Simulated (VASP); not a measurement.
# TiO2 (Anatase) (I4_1/amd) in VASP: notebook

Runs on TiO2 (Anatase). Level: PBE. Tasks: single point.

Program: VASP 6.6.1. These are calculated values, not measurements. Logs are shortened: lines on timing, memory, paths and dates and some standing lists are left out, and cuts for length are marked.

### Step 1. Starting point

It takes space group I4_1/amd (No. 141, tetragonal). Conventional cell: a = 3.784 Å, b = 3.784 Å, c = 9.515 Å, α = 90.00°, β = 90.00°, γ = 90.00°. Ti (site symmetry -4m2) is surrounded by 6 O at 1.93 to 1.98 Å. O (site symmetry 2mm) is surrounded by 3 Ti at 1.93 to 1.98 Å.

### Step 2. Single point, PBE

File INCAR:

```
SYSTEM = TiO2
ADDGRID = .FALSE.
ALGO = Normal
EDIFF = 1E-7
ENCUT = 400
GGA = PE
ISIF = 2
ISMEAR = 0
LASPH = .TRUE.
LCHARG = .FALSE.
LREAL = .FALSE.
LWAVE = .FALSE.
NELM = 100
PREC = Accurate
SIGMA = 0.05
```

File KPOINTS:

```
k-points
0
G
  3 3 3
  0 0 0
```

File POSCAR:

```
TiO2
1.0
   -1.8921000000      1.8921000000      4.7573000000
    1.8921000000     -1.8921000000      4.7573000000
    1.8921000000      1.8921000000     -4.7573000000
Ti O
2 4
Direct
    0.7634100000      0.2505420000      0.5022120000
    0.0240310000     -0.0225460000     -0.0109780000
    0.8032660000      0.7916050000      0.0039110000
    0.5255800000      0.0234350000      0.4817660000
    0.9615640000      0.4693800000      0.5068500000
    0.1853180000      0.2146180000     -0.0384270000
```

Potentials or basis: VASP PAW PBE potentials, release 64 (Ti, O).

On the command line:

```bash
cat potpaw_PBE.64/Ti/POTCAR potpaw_PBE.64/O/POTCAR > POTCAR
mpirun -np 1 vasp_std > vasp.out
```

OUTCAR:

```text
SYSTEM = TiO2
   EDIFF = 1E-7
   ENCUT = 400
   GGA = PE
   ISIF = 2
   ISMEAR = 0
   LASPH = .TRUE.
   LREAL = .FALSE.
   NELM = 100
   PREC = Accurate

 Found     14 irreducible k-points:

 Following reciprocal coordinates:
            Coordinates               Weight
  0.000000  0.000000  0.000000      1.000000
  0.333333  0.000000  0.000000      2.000000
  0.000000  0.333333  0.000000      2.000000
  0.000000  0.333333 -0.333333      2.000000
  0.333333  0.000000 -0.333333      2.000000
  0.333333  0.333333  0.000000      2.000000
   k-points           NKPTS =     14   k-points in BZ     NKDIM =     14   number of bands    NBANDS=     20
   number of dos      NEDOS =    301   number of ions     NIONS =      6
   total plane-waves  NPLWV =  46656
   dimension x,y,z NGX =    36 NGY =   36 NGZ =   36
   dimension x,y,z NGXF=    72 NGYF=   72 NGZF=   72
   ions per type =               2   4
   NGX,Y,Z   is equivalent  to a cutoff of  10.96, 10.96, 10.96 a.u.
   NGXF,Y,Z  is equivalent  to a cutoff of  21.93, 21.93, 21.93 a.u.
 SYSTEM =  TiO2
   PREC   = accura    normal or accurate (medium, high low for compatibility)
   ISTART =      0    job   : 0-new  1-cont  2-samecut
   ICHARG =      2    charge: 1-file 2-atom 10-const
   ISPIN  =      1    spin polarized calculation?
   LNONCOLLINEAR =      F non collinear calculations
   LSORBIT =      F    spin-orbit coupling
   LASPH  =      T    aspherical Exc in radial PAW
   ENCUT  =  400.0 eV  29.40 Ry    5.42 a.u.   8.90  8.90  8.90*2*pi/ulx,y,z
   NELM   =    100;   NELMIN=  2; NELMDL= -5     # of ELM steps
   EDIFF  = 0.1E-06   stopping-criterion for ELM
   LREAL  =      F    real-space projection
   EDIFFG = 0.1E-05   stopping-criterion for IOM
   NSW    =      0    number of steps for IOM
   IBRION =     -1    ionic relax: 0-MD 1-quasi-New 2-CG
   NFREE  =      0    steps in history (QN), initial steepest desc. (CG)
   ISIF   =      2    stress and relaxation
   ISYM   =      2    0-nonsym 1-usesym 2-fastsym
   POTIM  = 0.5000    time-step for ionic-motion
   TEBEG  =    0.0;   TEEND  =   0.0 temperature during run
   PSTRESS=    0.0 pullay stress
   NELECT =      32.0000    total number of electrons
   NUPDOWN=      -1.0000    fix difference up-down
   EMIN   =  10.00;   EMAX   =-10.00  energy-range for DOS
[... 5 lines left out ...]
     AMIX     =   0.40;   BMIX     =  1.00
     AMIX_MAG =   1.60;   BMIX_MAG =  1.00
  volume/ion in A,a.u.               =      11.35        76.62
  Fermi-wavevector in a.u.,A,eV,Ry     =   1.272590  2.404847 22.034444  1.619486
  Thomas-Fermi vector in A             =   2.405460
   LORBIT       =      0    0 simple, 1 ext, 2 COOP (PROOUT), +10 PAW based schemes
   GGA     = PE    functional components
   LHFCALC =     F    Hartree Fock is set to
   AEXX    =    0.0000 exact exchange contribution
   IVDW    =     0    specifies the selected vdW correction
   LEPSILON=     F    determine dielectric tensor
   LRPA    =     F    only Hartree local field effects (RPA)
 non-spin polarized calculation
 Gauss-broadening in eV      SIGMA  =   0.05
  energy-cutoff  :      400.00
  volume of cell :       68.13
 maximum number of plane-waves:      1244
   NGX = 17   NGY = 17   NGZ = 17

 number of electron      32.0000003 magnetization

 Free energy of the ion-electron system (eV)
  ---------------------------------------------------
  ext. energy  EPLUGINS =         0.00000000
  ---------------------------------------------------
  free energy    TOTEN  =       -52.60617004 eV

  energy without entropy =      -52.60617004  energy(sigma->0) =      -52.60617004

 E-fermi :   0.9374     XC(G=0): -10.5293

 val. band max:        0.6524013323   @ k =   0.0000   0.0000  -0.3333
 cond. band min:       2.9972571072   @ k =   0.0000   0.0000   0.0000
 fundamental gap:      2.3448557748
 Fermi energy:         0.9373863612

 k-point     1 :       0.0000    0.0000    0.0000
  band No.  band energies     occupation
      1     -16.9623      2.00000
      2     -16.0695      2.00000
      3     -15.8603      2.00000
      4     -15.5438      2.00000
      5      -3.1981      2.00000
      6      -3.0705      2.00000
[... 12 lines left out ...]
     19       4.2145      0.00000
     20       4.4050      0.00000

 k-point     2 :       0.3333    0.0000    0.0000
  band No.  band energies     occupation
      1     -16.5876      2.00000
      2     -15.8605      2.00000
      3     -15.6864      2.00000
      4     -15.4653      2.00000
      5      -3.8312      2.00000
      6      -3.1993      2.00000
[... 12 lines left out ...]
     19       4.2769      0.00000
     20       4.4623      0.00000

 k-point     3 :       0.0000    0.3333    0.0000
  band No.  band energies     occupation
      1     -16.5656      2.00000
      2     -15.9232      2.00000
      3     -15.7512      2.00000
      4     -15.4832      2.00000
      5      -3.9472      2.00000
      6      -3.0699      2.00000
[... 12 lines left out ...]
     19       4.0173      0.00000
     20       4.1924      0.00000

 k-point     4 :       0.0000    0.3333   -0.3333
  band No.  band energies     occupation
      1     -16.5688      2.00000
      2     -15.8733      2.00000
      3     -15.7049      2.00000
      4     -15.4544      2.00000
      5      -3.8512      2.00000
      6      -3.2604      2.00000
[... 12 lines left out ...]
     19       4.2518      0.00000
     20       4.3844      0.00000

 k-point     5 :       0.3333    0.0000   -0.3333
  band No.  band energies     occupation
      1     -16.5745      2.00000
      2     -15.9195      2.00000
      3     -15.7414      2.00000
      4     -15.4877      2.00000
      5      -3.8955      2.00000
      6      -3.1223      2.00000
[... 12 lines left out ...]
     19       3.9900      0.00000
     20       4.1603      0.00000

 k-point     6 :       0.3333    0.3333    0.0000
  band No.  band energies     occupation
      1     -16.0602      2.00000
      2     -15.8066      2.00000
      3     -15.5386      2.00000
      4     -15.4524      2.00000
      5      -3.9662      2.00000
      6      -3.8514      2.00000
[... 12 lines left out ...]
     19       4.1040      0.00000
     20       4.4868      0.00000

 [... further k-points ...]
[... 5 lines left out ...]
  --------------------------------------------------------------------------------------
  -------------------------------------------------------------------------------------
  Total        2.9094082      5.1800164     -0.5226415      0.1890555      0.3464905      0.4204150
  in kB       68.4236978    121.8240445    -12.2915255      4.4462218      8.1487918      9.8873548
  external PRESSURE =      59.3187389 kB  Pullay stress =       0.0000000 kB

 VOLUME and BASIS-vectors are now :
 -----------------------------------------------------------------------------
  energy-cutoff  :      400.00
  volume of cell :       68.13
      direct lattice vectors                 reciprocal lattice vectors
    -1.892100000  1.892100000  4.757300000     0.000000000  0.264256646  0.105101633
     1.892100000 -1.892100000  4.757300000     0.264256646  0.000000000  0.105101633
     1.892100000  1.892100000 -4.757300000     0.264256646  0.264256646  0.000000000

 POSITION                                       TOTAL-FORCE (eV/Angst)
 -----------------------------------------------------------------------------------
     -0.02016      1.92063      2.43450         0.085440     -1.723683      0.005640
      3.67530      0.06736      0.05929         1.289973     -1.004996     -0.514487
     -0.01466      0.02946      7.56867         0.151210     -0.535039     -0.069793
     -0.03856      1.86166      0.31992         0.300500      0.602502      1.284288
      0.02775      1.89027      4.39619        -1.800233     -0.234495      0.233228
      1.87483      1.76395     -2.67188        -0.026889      2.895711     -0.938875
 -----------------------------------------------------------------------------------
    total drift:                               -0.000158     -0.000127     -0.000421

  FREE ENERGIE OF THE ION-ELECTRON SYSTEM (eV)
  ---------------------------------------------------
  free  energy   TOTEN  =       -52.6061700385 eV

  energy  without entropy=      -52.6061700385  energy(sigma->0) =      -52.60617004
```

It took 19 s on 1 thread of Intel Xeon Platinum 8488C (Sapphire Rapids), shared host; peak memory 0.19 GiB.

The run converged, but some of its settings lie outside the range that counts as converged, so its numbers aren't taken as properties of the crystal.

Results:

| Quantity | Value |
| --- | --- |
| Free energy | -52.6062 eV |
| Largest force | 3.044 eV/Å |
| Band gap on the k mesh | 2.34 eV, indirect (least direct gap 2.65 eV) |

Caveat: the k mesh is coarse (spacing up to 0.78 Å⁻¹), so the values aren't converged; the cutoff is under 1.25 times the usual one of these potentials, so pressure, stress and relaxed cells hold a basis-set (Pulay) error; an odd mesh through Γ misses points on the zone boundary, where band edges often lie.

### Step 3. Single point, PBE

INCAR, as its differences from that of step 2:

```diff
@@ -4,3 +4,3 @@
 EDIFF = 1E-7
-ENCUT = 400
+ENCUT = 460
 GGA = PE
```

KPOINTS is that of step 2.

File POSCAR:

```
TiO2
1.0
   -1.8921000000      1.8921000000      4.7573000000
    1.8921000000     -1.8921000000      4.7573000000
    1.8921000000      1.8921000000     -4.7573000000
Ti O
2 4
Direct
    0.7500000000      0.2500000000      0.5000000000
    0.0000000000      0.0000000000      0.0000000000
    0.7919000000      0.7919000000      0.0000000000
    0.5419000000      0.0419000000      0.5000000000
    0.9581000000      0.4581000000      0.5000000000
    0.2081000000      0.2081000000      0.0000000000
```

Potentials or basis: VASP PAW PBE potentials, release 64 (Ti, O).

On the command line:

```bash
cat potpaw_PBE.64/Ti/POTCAR potpaw_PBE.64/O/POTCAR > POTCAR
mpirun -np 1 vasp_std > vasp.out
```

It took 14 s on 1 thread of Intel Xeon Platinum 8488C (Sapphire Rapids), shared host; peak memory 0.23 GiB.

The run converged, but some of its settings lie outside the range that counts as converged, so its numbers aren't taken as properties of the crystal.

What came out:

- Free energy: -52.9465 eV
- Pressure: 7.5 GPa
- Largest force: 0.250 eV/Å
- Band gap on the k mesh: 2.06 eV, indirect (least direct gap 2.27 eV)

Caveat: the k mesh is coarse (spacing up to 0.78 Å⁻¹), so the values aren't converged; the cutoff is under 1.25 times the usual one of these potentials, so pressure, stress and relaxed cells hold a basis-set (Pulay) error; an odd mesh through Γ misses points on the zone boundary, where band edges often lie.

### Step 4. Single point, PBE

INCAR is that of step 3.

KPOINTS is that of step 3.

File POSCAR:

```
TiO2
1.0
   -1.8921000000      1.8921000000      4.7573000000
    1.8921000000     -1.8921000000      4.7573000000
    1.8921000000      1.8921000000     -4.7573000000
Ti O
2 4
Direct
    0.7634100000      0.2505420000      0.5022120000
    0.0240310000     -0.0225460000     -0.0109780000
    0.8032660000      0.7916050000      0.0039110000
    0.5255800000      0.0234350000      0.4817660000
    0.9615640000      0.4693800000      0.5068500000
    0.1853180000      0.2146180000     -0.0384270000
```

On the command line:

```bash
cat potpaw_PBE.64/Ti/POTCAR potpaw_PBE.64/O/POTCAR > POTCAR
mpirun -np 1 vasp_std > vasp.out
```

Wall time 29 s (1 thread of Intel Xeon Platinum 8488C (Sapphire Rapids), shared host); peak memory 0.23 GiB.

The run converged, but some of its settings lie outside the range that counts as converged, so its numbers aren't taken as properties of the crystal.

Results:

* Free energy: -52.5397 eV
* Pressure: 10.8 GPa
* Largest force: 3.038 eV/Å
* Band gap on the k mesh: 2.34 eV, indirect (least direct gap 2.64 eV)

Caveat: the k mesh is coarse (spacing up to 0.78 Å⁻¹), so the values aren't converged; the cutoff is under 1.25 times the usual one of these potentials, so pressure, stress and relaxed cells hold a basis-set (Pulay) error; an odd mesh through Γ misses points on the zone boundary, where band edges often lie.

### Step 5. Single point, PBE

INCAR, as its differences from that of step 4:

```diff
@@ -4,3 +4,3 @@
 EDIFF = 1E-7
-ENCUT = 460
+ENCUT = 520
 GGA = PE
```

KPOINTS is that of step 4.

File POSCAR:

```
TiO2
1.0
   -1.8921000000      1.8921000000      4.7573000000
    1.8921000000     -1.8921000000      4.7573000000
    1.8921000000      1.8921000000     -4.7573000000
Ti O
2 4
Direct
    0.7500000000      0.2500000000      0.5000000000
    0.0000000000      0.0000000000      0.0000000000
    0.7919000000      0.7919000000      0.0000000000
    0.5419000000      0.0419000000      0.5000000000
    0.9581000000      0.4581000000      0.5000000000
    0.2081000000      0.2081000000      0.0000000000
```

On the command line:

```bash
cat potpaw_PBE.64/Ti/POTCAR potpaw_PBE.64/O/POTCAR > POTCAR
mpirun -np 1 vasp_std > vasp.out
```

Run time: 19 s. Hardware: 1 thread of Intel Xeon Platinum 8488C (Sapphire Rapids), shared host; peak memory 0.24 GiB.

The run converged, but some of its settings lie outside the range that counts as converged, so its numbers aren't taken as properties of the crystal.

Results:

```
Free energy            : -52.9325 eV
Pressure               : 8.3 GPa
Largest force          : 0.250 eV/Å
Band gap on the k mesh : 2.06 eV, indirect (least direct gap 2.27 eV)
```

Caveat: the k mesh is coarse (spacing up to 0.78 Å⁻¹), so the values aren't converged; an odd mesh through Γ misses points on the zone boundary, where band edges often lie.

### Step 6. For comparison

An earlier run on the cell as given: functional PBEsol; potentials or basis VASP PAW PBE potentials, release 64 (Ti_sv, O); cutoff 520 eV; k mesh 10 × 10 × 10; occupations fermi-dirac, width 0.05 eV; no spin polarisation.

- Pressure: -0.4 GPa
- Largest force: 0.012 eV/Å
- Band gap on the k mesh: 2.06 eV, indirect (least direct gap 2.40 eV)
